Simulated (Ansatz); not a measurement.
Crystal: TiCo.

```
CELL_PARAMETERS angstrom
2.98611 0.00000 0.00000
0.00000 2.98611 0.00000
0.00000 0.00000 2.98611
ATOMIC_POSITIONS crystal
Co 0.50000 0.50000 0.50000
Ti 0.00000 0.00000 0.00000
```

The cell comes from a database or a generator and needn't be the stable form of this composition.

Base run:

| Item | Value |
| --- | --- |
| Program | Ansatz 0.2.0 |
| Functional | PBE |
| Potentials or basis | Ansatz PAW |
| Cutoff | 420 eV |
| Density cutoff | 1680 eV |
| k mesh | 9 × 9 × 9 |
| Occupations | fermi-dirac, width 0.05 eV |
| Spin | collinear spin, ferromagnetic start |
| Starting moments | [2.0, 1.0] μB |

Its results: band gap on the k mesh none (metal or under the smearing width); pressure -0.5 GPa; net moment 0.82 μB per cell; site moments Co +0.92; Ti -0.03 μB.

Question: The run is repeated on the same cell with these changes: functional from PBE to r2SCAN; cutoff from 420 eV to 500 eV; density cutoff from 1680 eV to 2000 eV. What comes out?

Answer: Band gap on the k mesh none (metal or under the smearing width); pressure 0.4 GPa; net moment 0.87 μB per cell; site moments Co +1.40; Ti -0.27 μB.

Caveats: the magnetic or orbital state may not be the lowest (some runs); the PAW data sets come from PBE, with cores solved anew for the run's functional, which leaves a small shift of forces and pressure (some runs).

Not every run made on this cell is shown here.
